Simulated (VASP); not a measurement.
# SnO2 (Cassiterite) (P4_2/mnm) in VASP: notebook, part 2 of 2

VASP 6.6.1. Earlier steps stand in the parts before.

## Step 5: Relaxation of cell and atoms, r2SCAN

This run uses another cell than the first one, of 11.92 Å³/atom, 0.945 times its volume.

Input file INCAR:

```
PREC = Accurate ; ENCUT = 600
EDIFF = 1E-6 ; ISMEAR = 0
SIGMA = 0.03 ; LREAL = F
LASPH = T ; NELM = 80
ALGO = Normal ; ISIF = 3
LWAVE = F ; LCHARG = F
METAGGA = R2SCAN ; LMIXTAU = T
IBRION = 2 ; NSW = 90
EDIFFG = -0.01 ; KPAR = 2
```

Input file KPOINTS:

```
Automatic mesh
0
Gamma
  6 6 8
```

Input file POSCAR:

```
SnO2
1.0
    4.7380000000      0.0000000000      0.0000000000
    0.0000000000      4.7380000000      0.0000000000
    0.0000000000      0.0000000000      3.1865000000
Sn O
2 4
Direct
    0.0000000000      0.0000000000      0.0000000000
    0.5000000000      0.5000000000      0.5000000000
    0.3071000000      0.3071000000      0.0000000000
    0.1929000000      0.8071000000      0.5000000000
    0.6929000000      0.6929000000      0.0000000000
    0.8071000000      0.1929000000      0.5000000000
```

Potentials or basis: VASP PAW PBE potentials, release 64 (Sn_d, O).

Launch:

```
> cat potpaw_PBE.64/Sn_d/POTCAR potpaw_PBE.64/O/POTCAR > POTCAR
> mpirun -np 2 vasp_std > vasp.out
```

OUTCAR:

```text
PREC = Accurate
   ENCUT = 600
   EDIFF = 1E-6
   ISMEAR = 0
   LREAL = F
   LASPH = T
   NELM = 80
   ISIF = 3
   METAGGA = R2SCAN
   IBRION = 2
   NSW = 90
   EDIFFG = -0.01

 ion  position               nearest neighbor table
   1  0.000  0.000  0.000-   4 2.05   6 2.05   4 2.05   6 2.05   5 2.06   3 2.06   2 3.71   2 3.71
                             2 3.71   2 3.71   2 3.71   2 3.71   2 3.71   2 3.71
   2  0.500  0.500  0.500-   3 2.05   5 2.05   3 2.05   5 2.05   4 2.06   6 2.06   1 3.71   1 3.71
                             1 3.71   1 3.71   1 3.71   1 3.71   1 3.71   1 3.71
   3  0.307  0.307  0.000-   2 2.05   2 2.05   1 2.06
   4  0.193  0.807  0.500-   1 2.05   1 2.05   2 2.06
   5  0.693  0.693  0.000-   2 2.05   2 2.05   1 2.06
   6  0.807  0.193  0.500-   1 2.05   1 2.05   2 2.06

  LATTYP: Found a simple tetragonal cell.
 ALAT       =     4.7380000000
 C/A-ratio  =     0.6725411566

  Lattice vectors:

 A1 = (   4.7380000000,   0.0000000000,   0.0000000000)
 A2 = (   0.0000000000,   4.7380000000,   0.0000000000)
 A3 = (   0.0000000000,   0.0000000000,   3.1865000000)

[... 186 lines left out ...]

  energy without entropy =      -84.62086827  energy(sigma->0) =      -84.62086827

------------------------ aborting loop because EDIFF is reached ----------------------------------------

  FORCE on cell =-STRESS in cart. coord.  units (eV):
  Direction    XX          YY          ZZ          XY          YZ          ZX
  --------------------------------------------------------------------------------------
  -------------------------------------------------------------------------------------
  Total        1.6705019      1.6705019      2.4779396     -0.0000000      0.0000000      0.0000000
  in kB       37.4156704     37.4156704     55.5005464     -0.0000000      0.0000000      0.0000000
  external PRESSURE =      43.4439624 kB  Pullay stress =       0.0000000 kB
[... 147 lines left out ...]
--------------------------------------- Ionic step        5  -------------------------------------------

 number of electron      52.0000006 magnetization

 Free energy of the ion-electron system (eV)
  ---------------------------------------------------
  ext. energy  EPLUGINS =         0.00000000
  ---------------------------------------------------
  free energy    TOTEN  =       -84.64274351 eV

  energy without entropy =      -84.64274351  energy(sigma->0) =      -84.64274351

 E-fermi :   5.6667     XC(G=0): -11.9476

 val. band max:        5.5123726628   @ k =   0.0000   0.0000   0.0000
 cond. band min:       7.2564233234   @ k =   0.0000   0.0000   0.0000
 fundamental gap:      1.7440506606
 Fermi energy:         5.6667117930

 k-point     1 :       0.0000    0.0000    0.0000
  band No.  band energies     occupation
      1     -16.2160      2.00000
      2     -15.3068      2.00000
      3     -15.0208      2.00000
      4     -15.0208      2.00000
      5     -14.9995      2.00000
      6     -14.9621      2.00000
[... 805 lines left out ...]
     30      15.0054      0.00000
     31      15.8558      0.00000

 [... further k-points ...]
[... 5 lines left out ...]
  --------------------------------------------------------------------------------------
  -------------------------------------------------------------------------------------
  Total        0.0341334      0.0341334     -0.0259333     -0.0000000      0.0000000      0.0000000
  in kB        0.7512429      0.7512429     -0.5707677     -0.0000000      0.0000000      0.0000000
  external PRESSURE =       0.3105727 kB  Pullay stress =       0.0000000 kB
[... 21 lines left out ...]
  FREE ENERGIE OF THE ION-ELECTRON SYSTEM (eV)
  ---------------------------------------------------
  free  energy   TOTEN  =       -84.6427435065 eV

  energy  without entropy=      -84.6427435065  energy(sigma->0) =      -84.64274351

 reached required accuracy - stopping structural energy minimisation
```

Wall time 7.6 min (2 MPI ranks of Intel Xeon 6975P-C (Granite Rapids), shared host); peak memory 0.28 GiB.

What came out:

```
Free energy                            : -84.6427 eV
Relaxed volume                         : 12.13 Å³/atom
Relaxed cell                           : a = 4.763 Å, b = 4.763 Å, c = 3.209 Å, α = 90.00°, β = 90.00°, γ = 90.00°
Space group after relaxing (to 0.05 Å) : P4_2/mnm (No. 136)
Energy gained by relaxing              : 3.6 meV/atom
Ionic steps                            : 5
Pressure after relaxing                : 0.0 GPa
Largest force after relaxing           : 0.008 eV/Å
Band gap on the k mesh                 : 1.74 eV, direct
```

Forces in eV/Å, atoms in the order of the input:
```
Sn   0.000  0.000  0.000
Sn   0.000  0.000  0.000
O   -0.006 -0.006  0.000
O    0.006 -0.006  0.000
O    0.006  0.006  0.000
O   -0.006  0.006  0.000
```

Stress tensor (GPa, compression positive):
```
 0.08  0.00  0.00
 0.00  0.08  0.00
 0.00  0.00 -0.06
```

The path:
```tsv
step	energy change (eV)	largest force (eV/Å)	pressure (GPa)	volume (Å³)
1	0.0000	0.2774	4.34	71.53
2	0.0242	0.2134	-6.12	74.93
3	-0.0214	0.0596	-0.18	72.88
4	-0.0214	0.0620	-0.08	72.86
5	-0.0219	0.0085	0.03	72.80
```

Final structure:
```cif
data_structure
_symmetry_space_group_name_H-M 'P 1'
_symmetry_Int_Tables_number 1
_cell_length_a 4.7632
_cell_length_b 4.7632
_cell_length_c 3.2085
_cell_angle_alpha 90.000
_cell_angle_beta 90.000
_cell_angle_gamma 90.000
_cell_volume 72.80
loop_
_atom_site_label
_atom_site_type_symbol
_atom_site_fract_x
_atom_site_fract_y
_atom_site_fract_z
_atom_site_occupancy
Sn1 Sn 0.00000 0.00000 0.00000 1
Sn2 Sn 0.50000 0.50000 0.50000 1
O1 O 0.30591 0.30591 0.00000 1
O2 O 0.19409 0.80591 0.50000 1
O3 O 0.69409 0.69409 0.00000 1
O4 O 0.80591 0.19409 0.50000 1
```

Caveat: the PAW data sets were made with another functional, which shifts forces and pressure a little; spin-orbit coupling is left out, which moves the levels of the heavy elements. Zero-point motion and thermal expansion aren't in these numbers.

## Step 6: Relaxation of cell and atoms, r2SCAN

This run uses another cell than the first one, of 12.13 Å³/atom, 0.962 times its volume.

Input file INCAR:

```
PREC = Accurate ; ENCUT = 600
EDIFF = 1E-7 ; ISMEAR = 0
SIGMA = 0.03 ; LREAL = F
LASPH = T ; NELM = 80
ALGO = Normal ; ISIF = 3
LWAVE = F ; LCHARG = F
METAGGA = R2SCAN ; LMIXTAU = T
IBRION = 2 ; NSW = 90
EDIFFG = -0.005 ; KPAR = 2
```

KPOINTS is that of step 5.

Input file POSCAR:

```
SnO2                                    
1.0
    4.7632235969      0.0000000000      0.0000000000
   -0.0000000000      4.7632235969      0.0000000000
    0.0000000000      0.0000000000      3.2085406132
  Sn              O             
     2     4
Direct
     1.0000000000000000    1.0000000000000000    1.0000000000000000
     0.5000000000000000    0.5000000000000000    0.5000000000000000
     0.3059106243141876    0.3059106243141876    1.0000000000000000
     0.1940893756858124    0.8059106243141876    0.5000000000000000
     0.6940893756858124    0.6940893756858124    0.0000000000000000
     0.8059106243141876    0.1940893756858124    0.5000000000000000
```

Potentials or basis: VASP PAW PBE potentials, release 64 (Sn_d, O).

Launch:

```
> cat potpaw_PBE.64/Sn_d/POTCAR potpaw_PBE.64/O/POTCAR > POTCAR
> mpirun -np 2 vasp_std > vasp.out
```

Run time: 4.2 min. Hardware: 2 MPI ranks of Intel Xeon 6975P-C (Granite Rapids), shared host; peak memory 0.27 GiB.

It converged, with:

| Property | Result |
| --- | --- |
| Free energy | -84.6462 eV |
| Relaxed volume | 12.13 Å³/atom |
| Relaxed cell | a = 4.764 Å, b = 4.764 Å, c = 3.208 Å, α = 90.00°, β = 90.00°, γ = 90.00° |
| Space group after relaxing (to 0.05 Å) | P4_2/mnm (No. 136) |
| Energy gained by relaxing | 0.0 meV/atom |
| Ionic steps | 2 |
| Pressure after relaxing | 0.0 GPa |
| Band gap on the k mesh | 1.74 eV, direct |

Final structure:
```
CELL_PARAMETERS angstrom
4.76416 0.00000 0.00000
0.00000 4.76416 0.00000
0.00000 0.00000 3.20763
ATOMIC_POSITIONS crystal
Sn 0.00000 0.00000 0.00000
Sn 0.50000 0.50000 0.50000
O 0.30585 0.30585 0.00000
O 0.19415 0.80585 0.50000
O 0.69415 0.69415 0.00000
O 0.80585 0.19415 0.50000
```

Levels at points of the mesh, in eV from the valence-band top:
| k point | band 24 | band 25 | band 26 | band 27 | band 28 | band 29 |
| --- | --- | --- | --- | --- | --- | --- |
| (0.00, 0.00, 0.00) | -0.77 | -0.77 | 0.00 | 1.74 | 6.77 | 7.02 |
| (0.50, 0.00, 0.00) | -1.17 | -0.62 | -0.62 | 4.96 | 4.96 | 7.77 |
| (0.50, 0.50, 0.00) | -1.30 | -0.91 | -0.91 | 5.40 | 5.40 | 8.18 |
| (0.00, 0.00, 0.50) | -1.66 | -1.26 | -1.26 | 6.82 | 6.82 | 10.50 |
| (0.50, 0.00, 0.50) | -1.10 | -0.69 | -0.69 | 7.10 | 7.10 | 8.82 |
| (0.50, 0.50, 0.50) | -0.95 | -0.85 | -0.85 | 5.48 | 5.48 | 9.63 |

Caveat: the PAW data sets were made with another functional, which shifts forces and pressure a little; spin-orbit coupling is left out, which moves the levels of the heavy elements. r2SCAN opens gaps a little over a GGA but as a rule still falls short of measured ones.

## Step 7: The runs side by side

```csv
level,gap on the mesh (eV),pressure (GPa),relaxed volume (Å³/atom)
PBE,0.64,0.0,12.60
AM05,0.94,0.0,12.23
r2SCAN,1.74,0.0,12.13
```

Alike in all rows: task relaxation of cell and atoms; potentials or basis VASP PAW PBE potentials, release 64 (Sn_d, O); no spin polarisation; cell relaxed; k mesh 6 × 6 × 8; cutoff (eV) 600; smearing gaussian 0.03 eV.

Caveats: spin-orbit coupling is left out, which moves the levels of the heavy elements; the PAW data sets were made with another functional, which shifts forces and pressure a little (some runs).

Total energies depend on the potentials used, so only differences within one code and one set of settings carry meaning.
